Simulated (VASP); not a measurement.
# Sn (Fd-3m) in VASP: further runs

The runs below take Sn through relaxation of cell and atoms, with PBE.

Program: VASP 6.6.1. These are calculated values, not measurements. Logs are shortened: lines on timing, memory, paths and dates and some standing lists are left out, and cuts for length are marked.

## Step 1: The structure

Symmetry: Fd-3m, No. 227, cubic system. Conventional cell: a = 6.467 Å, b = 6.467 Å, c = 6.467 Å, α = 90.00°, β = 90.00°, γ = 90.00°. Sn (site symmetry -43m) has 4 Sn at 2.80 Å as nearest neighbours.

This isn't the form of Sn at room conditions, which is tetragonal (white tin).

## Step 2: Relaxation of cell and atoms, PBE

INCAR

```
  PREC = Accurate
  ENCUT = 520
  EDIFF = 1E-7
  ISMEAR = 0
  SIGMA = 1.0
  LREAL = False
  LASPH = True
  NELM = 80
  ALGO = Normal
  ISIF = 3
  LWAVE = False
  LCHARG = False
  GGA = PE
  IBRION = 2
  NSW = 80
  EDIFFG = -0.002
```

KPOINTS

```
regular mesh
0
Gamma
  8 8 8
```

POSCAR

```
Sn
1.0
    0.0000000000      3.2333428000      3.2333428000
    3.2333428000      0.0000000000      3.2333428000
    3.2333428000      3.2333428000      0.0000000000
Sn
2
Direct
    0.0000000000      0.0000000000      0.0000000000
    0.2500000000      0.2500000000      0.2500000000
```

Potentials or basis: VASP PAW PBE potentials, release 64 (Sn_d).

Run with:

```console
cat potpaw_PBE.64/Sn_d/POTCAR > POTCAR
mpirun -np 1 vasp_std > vasp.out
```

OUTCAR:

```text
PREC = Accurate
   ENCUT = 520
   EDIFF = 1E-7
   ISMEAR = 0
   LREAL = False
   LASPH = True
   NELM = 80
   ISIF = 3
   GGA = PE
   IBRION = 2
   NSW = 80
   EDIFFG = -0.002

 ion  position               nearest neighbor table
   1  0.000  0.000  0.000-   2 2.80   2 2.80   2 2.80   2 2.80
   2  0.250  0.250  0.250-   1 2.80   1 2.80   1 2.80   1 2.80

  LATTYP: Found a face centered cubic cell.
 ALAT       =     6.4666856000

  Lattice vectors:

 A1 = (   0.0000000000,   3.2333428000,   3.2333428000)
 A2 = (   3.2333428000,   0.0000000000,   3.2333428000)
 A3 = (   3.2333428000,   3.2333428000,   0.0000000000)

Analysis of symmetry for initial positions (statically):
=====================================================================
 Subroutine PRICEL returns:
 Original cell was already a primitive cell.

 Routine SETGRP: Setting up the symmetry group for a
 face centered cubic supercell.

 Subroutine GETGRP returns: Found 48 space group operations
 (whereof 24 operations were pure point group operations)
 out of a pool of 48 trial point group operations.

The static configuration has the point symmetry T_d .
 The point group associated with its full space group is O_h .

Analysis of symmetry for dynamics (positions and initial velocities):
=====================================================================
 Subroutine PRICEL returns:
 Original cell was already a primitive cell.

 Routine SETGRP: Setting up the symmetry group for a
 face centered cubic supercell.

 Subroutine GETGRP returns: Found 48 space group operations
 (whereof 24 operations were pure point group operations)
 out of a pool of 48 trial point group operations.

The dynamic configuration has the point symmetry T_d .
 The point group associated with its full space group is O_h .

 Subroutine INISYM returns: Found 48 space group operations
 (whereof 24 operations are pure point group operations),
 and found     1 'primitive' translations

----------------------------------------------------------------------------------------

                                     Primitive cell

  volume of cell :      67.6060

  direct lattice vectors                    reciprocal lattice vectors
     0.000000000  3.233342800  3.233342800    -0.154638723  0.154638723  0.154638723
     3.233342800  0.000000000  3.233342800     0.154638723 -0.154638723  0.154638723
     3.233342800  3.233342800  0.000000000     0.154638723  0.154638723 -0.154638723

  length of vectors
     4.572637240  4.572637240  4.572637240     0.267842124  0.267842124  0.267842124

  position of ions in fractional coordinates (direct lattice)
     0.000000000  0.000000000  0.000000000
     0.250000000  0.250000000  0.250000000

  ion indices of the primitive-cell ions
   primitive index   ion index
                 1           1
                 2           2

----------------------------------------------------------------------------------------

 KPOINTS: regular mesh

Automatic generation of k-mesh.
 Grid dimensions read from file:
 generate k-points for:    8    8    8

 Generating k-lattice:

  Cartesian coordinates                     Fractional coordinates (reciprocal lattice)
    -0.019329840  0.019329840  0.019329840     0.125000000  0.000000000  0.000000000
     0.019329840 -0.019329840  0.019329840     0.000000000  0.125000000  0.000000000
     0.019329840  0.019329840 -0.019329840     0.000000000  0.000000000  0.125000000

  Length of vectors
     0.033480266  0.033480266  0.033480266

  Shift w.r.t. Gamma in fractional coordinates (k-lattice)
     0.000000000  0.000000000  0.000000000

 Subroutine IBZKPT returns following result:
 ===========================================

 Found     29 irreducible k-points:

 Following reciprocal coordinates:
            Coordinates               Weight
  0.000000  0.000000  0.000000      1.000000
  0.125000  0.000000  0.000000      8.000000
  0.250000  0.000000  0.000000      8.000000
  0.375000  0.000000  0.000000      8.000000
  0.500000  0.000000  0.000000      4.000000
  0.125000  0.125000  0.000000      6.000000
[... 16 lines left out ...]
  0.500000  0.250000  0.125000     48.000000
 -0.375000  0.250000  0.125000     24.000000
 [... further k-points ...]
   k-points           NKPTS =     29   k-points in BZ     NKDIM =     29   number of bands    NBANDS=     18
   number of dos      NEDOS =    301   number of ions     NIONS =      2
   total plane-waves  NPLWV =  46656
   dimension x,y,z NGX =    36 NGY =   36 NGZ =   36
   dimension x,y,z NGXF=    72 NGYF=   72 NGZF=   72
   ions per type =               2
   NGX,Y,Z   is equivalent  to a cutoff of  13.09, 13.09, 13.09 a.u.
   NGXF,Y,Z  is equivalent  to a cutoff of  26.18, 26.18, 26.18 a.u.
 SYSTEM =  unknown system
   PREC   = accura    normal or accurate (medium, high low for compatibility)
   ISTART =      0    job   : 0-new  1-cont  2-samecut
   ICHARG =      2    charge: 1-file 2-atom 10-const
   ISPIN  =      1    spin polarized calculation?
   LNONCOLLINEAR =      F non collinear calculations
   LSORBIT =      F    spin-orbit coupling
   LASPH  =      T    aspherical Exc in radial PAW
   ENCUT  =  520.0 eV  38.22 Ry    6.18 a.u.   8.50  8.50  8.50*2*pi/ulx,y,z
   NELM   =     80;   NELMIN=  2; NELMDL= -5     # of ELM steps
   EDIFF  = 0.1E-06   stopping-criterion for ELM
   LREAL  =      F    real-space projection
   EDIFFG = -.2E-02   stopping-criterion for IOM
   NSW    =     80    number of steps for IOM
   IBRION =      2    ionic relax: 0-MD 1-quasi-New 2-CG
   NFREE  =      1    steps in history (QN), initial steepest desc. (CG)
   ISIF   =      3    stress and relaxation
   ISYM   =      2    0-nonsym 1-usesym 2-fastsym
   POTIM  = 0.5000    time-step for ionic-motion
   TEBEG  =    0.0;   TEEND  =   0.0 temperature during run
   PSTRESS=    0.0 pullay stress
   NELECT =      28.0000    total number of electrons
   NUPDOWN=      -1.0000    fix difference up-down
   EMIN   =  10.00;   EMAX   =-10.00  energy-range for DOS
   EFERMI =   0.00;   METHOD = LEGACY
   ISMEAR =     0;   SIGMA  =   1.00  broadening in eV -4-tet -1-fermi 0-gaus
   EFERMI_NEDOS =   21; number of points for ismear=-14 and -15
   IALGO  =     38    algorithm
   IMIX   =      4    mixing-type and parameters
     AMIX     =   0.40;   BMIX     =  1.00
     AMIX_MAG =   1.60;   BMIX_MAG =  1.00
  volume/ion in A,a.u.               =      33.80       228.11
  Fermi-wavevector in a.u.,A,eV,Ry     =   1.220298  2.306028 20.260793  1.489126
  Thomas-Fermi vector in A             =   2.355520
   LORBIT       =      0    0 simple, 1 ext, 2 COOP (PROOUT), +10 PAW based schemes
   GGA     = PE    functional components
   LHFCALC =     F    Hartree Fock is set to
   AEXX    =    0.0000 exact exchange contribution
   IVDW    =     0    specifies the selected vdW correction
   LEPSILON=     F    determine dielectric tensor
   LRPA    =     F    only Hartree local field effects (RPA)
 conjugate gradient relaxation of ions
 non-spin polarized calculation
 Gauss-broadening in eV      SIGMA  =   1.00
  energy-cutoff  :      520.00
  volume of cell :       67.61
 maximum number of plane-waves:      1841
 NGX is ok and might be reduce to    36
   NGX = 17   NGY = 17   NGZ = 17

--------------------------------------- Ionic step        1  -------------------------------------------

 number of electron      28.0000008 magnetization

 Free energy of the ion-electron system (eV)
  ---------------------------------------------------
  ext. energy  EPLUGINS =         0.00000000
  ---------------------------------------------------
  free energy    TOTEN  =        -7.70044895 eV

  energy without entropy =       -7.45901747  energy(sigma->0) =       -7.57973321

 E-fermi :   5.7742     XC(G=0):  -8.9390

 val. band max:        5.7512808733   @ k =   0.5000   0.0000   0.0000
 cond. band min:       5.8220153315   @ k =   0.0000   0.0000   0.0000
 fundamental gap:      0.0707344582
 Fermi energy:         5.7742490310

 k-point     1 :       0.0000    0.0000    0.0000
  band No.  band energies     occupation
      1     -15.9733      2.00000
      2     -15.9733      2.00000
      3     -15.9733      2.00000
      4     -15.9113      2.00000
      5     -15.9113      2.00000
      6     -15.5940      2.00000
[... 10 lines left out ...]
     17       7.9051      0.00258
     18       7.9051      0.00258
[... 466 lines left out ...]
      2     -16.0240      2.00000
      3     -15.8983      2.00000
      4     -15.8198      2.00000
      5     -15.8015      2.00000
      6     -15.7200      2.00000
[... 10 lines left out ...]
     17      10.5098      0.00000
     18      11.3526      0.00000

 [... further k-points ...]

------------------------ aborting loop because EDIFF is reached ----------------------------------------

  FORCE on cell =-STRESS in cart. coord.  units (eV):
  Direction    XX          YY          ZZ          XY          YZ          ZX
  --------------------------------------------------------------------------------------
  -------------------------------------------------------------------------------------
  Total        1.7865360      1.7865360      1.7865360      0.0000000      0.0000000     -0.0000000
  in kB       42.3386596     42.3386596     42.3386596      0.0000000      0.0000000     -0.0000000
  external PRESSURE =      42.3386596 kB  Pullay stress =       0.0000000 kB
[... 165 lines left out ...]
  energy  without entropy=       -7.4809823309  energy(sigma->0) =       -7.63489940

--------------------------------------- Ionic step        6  -------------------------------------------

 number of electron      28.0000016 magnetization

 Free energy of the ion-electron system (eV)
  ---------------------------------------------------
  ext. energy  EPLUGINS =         0.00000000
  ---------------------------------------------------
  free energy    TOTEN  =        -7.78881695 eV

  energy without entropy =       -7.48121804  energy(sigma->0) =       -7.63501749

 E-fermi :   4.7217     XC(G=0):  -8.4886

 val. band max:        4.6021772634   @ k =   0.3750   0.0000   0.0000
 cond. band min:       4.7684434672   @ k =   0.0000   0.0000   0.0000
 fundamental gap:      0.1662662038
 Fermi energy:         4.7217074818

 k-point     1 :       0.0000    0.0000    0.0000
  band No.  band energies     occupation
      1     -16.8424      2.00000
      2     -16.8424      2.00000
      3     -16.8424      2.00000
      4     -16.7940      2.00000
      5     -16.7940      2.00000
      6     -16.5543      2.00000
[... 10 lines left out ...]
     17       6.8301      0.00287
     18       6.8301      0.00287
[... 466 lines left out ...]
      2     -16.8807      2.00000
      3     -16.7840      2.00000
      4     -16.7259      2.00000
      5     -16.7128      2.00000
      6     -16.6510      2.00000
[... 10 lines left out ...]
     17       9.1781      0.00000
     18       9.9525      0.00000

 [... further k-points ...]

------------------------ aborting loop because EDIFF is reached ----------------------------------------

  FORCE on cell =-STRESS in cart. coord.  units (eV):
  Direction    XX          YY          ZZ          XY          YZ          ZX
  --------------------------------------------------------------------------------------
  -------------------------------------------------------------------------------------
  Total        0.0018742      0.0018742      0.0018742      0.0000000      0.0000000      0.0000000
  in kB        0.0400147      0.0400147      0.0400147      0.0000000      0.0000000      0.0000000
  external PRESSURE =       0.0400147 kB  Pullay stress =       0.0000000 kB
[... 17 lines left out ...]
  FREE ENERGIE OF THE ION-ELECTRON SYSTEM (eV)
  ---------------------------------------------------
  free  energy   TOTEN  =        -7.7888169534 eV

  energy  without entropy=       -7.4812180354  energy(sigma->0) =       -7.63501749

 reached required accuracy - stopping structural energy minimisation
```

It took 55 s on 1 thread of Intel Xeon 6975P-C (Granite Rapids), shared host; peak memory 0.22 GiB.

Results:

| Item | Value |
| --- | --- |
| Free energy | -7.7888 eV |
| Relaxed volume | 37.52 Å³/atom |
| Relaxed cell | a = 4.734 Å, b = 4.734 Å, c = 4.734 Å, α = 60.00°, β = 60.00°, γ = 60.00° |
| Space group after relaxing (to 0.05 Å) | Fd-3m (No. 227) |
| Energy gained by relaxing | 44.2 meV/atom |
| Ionic steps | 6 |
| Pressure after relaxing | 0.0 GPa |
| Band gap on the k mesh | none (metal or under the smearing width) |

The path:
```csv
step,energy change (eV),largest force (eV/Å),pressure (GPa),volume (Å³)
1,0.0000,0.0000,4.23,67.61
2,-0.0849,0.0000,-0.64,76.73
3,-0.0884,0.0000,0.02,75.01
4,-0.0883,0.0000,-0.04,75.16
5,-0.0884,0.0000,-0.01,75.07
6,-0.0884,0.0000,0.00,75.04
```

Final structure:
```cif
data_structure
_symmetry_space_group_name_H-M 'P 1'
_symmetry_Int_Tables_number 1
_cell_length_a 4.7345
_cell_length_b 4.7345
_cell_length_c 4.7345
_cell_angle_alpha 60.000
_cell_angle_beta 60.000
_cell_angle_gamma 60.000
_cell_volume 75.04
loop_
_atom_site_label
_atom_site_type_symbol
_atom_site_fract_x
_atom_site_fract_y
_atom_site_fract_z
_atom_site_occupancy
Sn1 Sn 0.00000 0.00000 0.00000 1
Sn2 Sn 0.25000 0.25000 0.25000 1
```

Caveat: the volume moved by +11 % from the deposited cell, more than functionals usually miss.

## Step 3: Relaxation of cell and atoms, PBE

This run uses another cell than the first one, of 37.52 Å³/atom, 1.110 times its volume.

INCAR is that of step 2.

KPOINTS is that of step 2.

POSCAR

```
Sn                                      
1.0
   -0.0000000000      3.3477890994      3.3477890994
    3.3477890994      0.0000000000      3.3477890994
    3.3477890994      3.3477890994     -0.0000000000
  Sn            
     2
Direct
     0.0000000000000000    0.0000000000000000    1.0000000000000000
     0.2500000000000000    0.2500000000000000    0.2500000000000000
```

Potentials or basis: VASP PAW PBE potentials, release 64 (Sn_d).

Run with:

```console
cat potpaw_PBE.64/Sn_d/POTCAR > POTCAR
mpirun -np 1 vasp_std > vasp.out
```

OUTCAR:

```text
PREC = Accurate
   ENCUT = 520
   EDIFF = 1E-7
   ISMEAR = 0
   LREAL = False
   LASPH = True
   NELM = 80
   ISIF = 3
   GGA = PE
   IBRION = 2
   NSW = 80
   EDIFFG = -0.002

 ion  position               nearest neighbor table
   1  0.000  0.000  0.000-   2 2.90   2 2.90   2 2.90   2 2.90
   2  0.250  0.250  0.250-   1 2.90   1 2.90   1 2.90   1 2.90

  LATTYP: Found a face centered cubic cell.
 ALAT       =     6.6955781988

[... 745 lines left out ...]

  FORCE on cell =-STRESS in cart. coord.  units (eV):
  Direction    XX          YY          ZZ          XY          YZ          ZX
  --------------------------------------------------------------------------------------
  -------------------------------------------------------------------------------------
  Total        0.0015540      0.0015540      0.0015540      0.0000000      0.0000000      0.0000000
  in kB        0.0331938      0.0331938      0.0331938      0.0000000      0.0000000      0.0000000
  external PRESSURE =       0.0331938 kB  Pullay stress =       0.0000000 kB

 VOLUME and BASIS-vectors are now :
 -----------------------------------------------------------------------------
  energy-cutoff  :      520.00
  volume of cell :       75.01
      direct lattice vectors                 reciprocal lattice vectors
     0.000000000  3.347309627  3.347309627    -0.149373693  0.149373693  0.149373693
     3.347309627 -0.000000000  3.347309627     0.149373693 -0.149373693  0.149373693
     3.347309627  3.347309627  0.000000000     0.149373693  0.149373693 -0.149373693

 POSITION                                       TOTAL-FORCE (eV/Angst)
 -----------------------------------------------------------------------------------
      0.00000      0.00000      0.00000         0.000000      0.000000      0.000000
      1.67365      1.67365      1.67365        -0.000000     -0.000000     -0.000000
 -----------------------------------------------------------------------------------
    total drift:                                0.000000      0.000000      0.000000

  FREE ENERGIE OF THE ION-ELECTRON SYSTEM (eV)
  ---------------------------------------------------
  free  energy   TOTEN  =        -7.7907972045 eV

  energy  without entropy=       -7.4835026645  energy(sigma->0) =       -7.63714993

 reached required accuracy - stopping structural energy minimisation
```

It took 19 s on 1 thread of Intel Xeon 6975P-C (Granite Rapids), shared host; peak memory 0.21 GiB.

What came out:

| Property | Result |
| --- | --- |
| Free energy | -7.7908 eV |
| Relaxed volume | 37.50 Å³/atom |
| Relaxed cell | a = 4.734 Å, b = 4.734 Å, c = 4.734 Å, α = 60.00°, β = 60.00°, γ = 60.00° |
| Space group after relaxing (to 0.05 Å) | Fd-3m (No. 227) |
| Energy gained by relaxing | 0.0 meV/atom |
| Ionic steps | 2 |
| Pressure after relaxing | 0.0 GPa |
| Band gap on the k mesh | none (metal or under the smearing width) |

Final structure:
```
Sn
1.0
     0.00000    3.34731    3.34731
     3.34731    0.00000    3.34731
     3.34731    3.34731    0.00000
Sn
2
Cartesian
  0.0000 0.0000 0.0000
  1.6737 1.6737 1.6737
```

Levels at points of the mesh, in eV from the Fermi level:
```tsv
k point	band 12	band 13	band 14	band 15	band 16	band 17
(0.00, 0.00, 0.00)	-1.31	0.05	0.05	0.05	2.11	2.11
(0.50, 0.00, 0.00)	-6.02	-1.02	-1.02	-0.21	3.15	3.15
(0.50, 0.50, 0.00)	-7.26	-2.21	-2.21	0.88	0.88	7.10
```
